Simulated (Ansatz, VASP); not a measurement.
**One calculation of NaF, two programs**

The input POSCAR:

```
NaF
1.0
    3.8680668627      0.0000000000      0.0000000000
   -1.9340334314      3.3498441666      0.0000000000
    0.0000000000      0.0000000000      4.5514117151
Na F
2 2
Direct
    0.3333333333      0.6666666667      0.2500000000
    0.6666666667      0.3333333333      0.7500000000
    0.6666666667      0.3333333333      0.2500000000
    0.3333333333      0.6666666667      0.7500000000
```

INCAR.step1

```
ALGO = Normal ; EDIFF = 1E-4
ENCUT = 520 ; GGA = PE
ISMEAR = 0 ; LASPH = True
LCHARG = False ; LREAL = False
LWAVE = True ; NBANDS = 22
NELM = 60 ; PREC = Accurate
SIGMA = 0.01
```

INCAR.step2

```
ALGO = Normal ; EDIFF = 1E-7
ENCUT = 520 ; ISIF = 2
ISMEAR = 0 ; ISTART = 1
LASPH = True ; LCHARG = False
LMIXTAU = True ; LREAL = False
LWAVE = False ; METAGGA = R2SCAN
NBANDS = 22 ; NELM = 60
PREC = Accurate ; SIGMA = 0.01
```

Contents of KPOINTS:

```
k-points
0
Gamma
  6 6 6
```

Input for Ansatz:

```yaml
crystal:
  lattice:
    - [3.8680668627, 0.0, 0.0]
    - [-1.9340334314, 3.3498441666, 0.0]
    - [0.0, 0.0, 4.5514117151]
  atoms:
    - { symbol: Na, position: [0.3333333333, 0.6666666667, 0.25] }
    - { symbol: Na, position: [0.6666666667, 0.3333333333, 0.75] }
    - { symbol: F, position: [0.6666666667, 0.3333333333, 0.25] }
    - { symbol: F, position: [0.3333333333, 0.6666666667, 0.75] }
kpoints:
  mp_grid: { grid: [6, 6, 6] }
hamiltonian:
  xc: r2scan
scf:
  occupations: { method: fixed }
  n_extra_bands: 5
output:
  forces: true
  stress: true
  eigenvalues: true
```

Alike in both runs: task single point; functional r2SCAN; k mesh 6 × 6 × 6; no spin polarisation.

```csv
,VASP,Ansatz
version,VASP 6.6.1,Ansatz 0.2.0
potentials or method,"VASP PAW PBE potentials, release 64 (Na_pv, F)","plane waves, PAW"
plane-wave cutoff (eV),520,500
occupations,"gaussian, width 0.01 eV",fixed
valence electrons in the cell,28,32
```

```csv
,VASP,Ansatz,Ansatz less VASP
gap on the k mesh at the Fermi level (eV),6.35,6.34,-0.015
pressure (GPa),-0.5,0.0,+0.55
```

The two sets of potentials don't hold the same shells in valence.

Caveats: the PAW data sets were made with another functional, which shifts forces and pressure a little (VASP). A k mesh can miss the band edges.
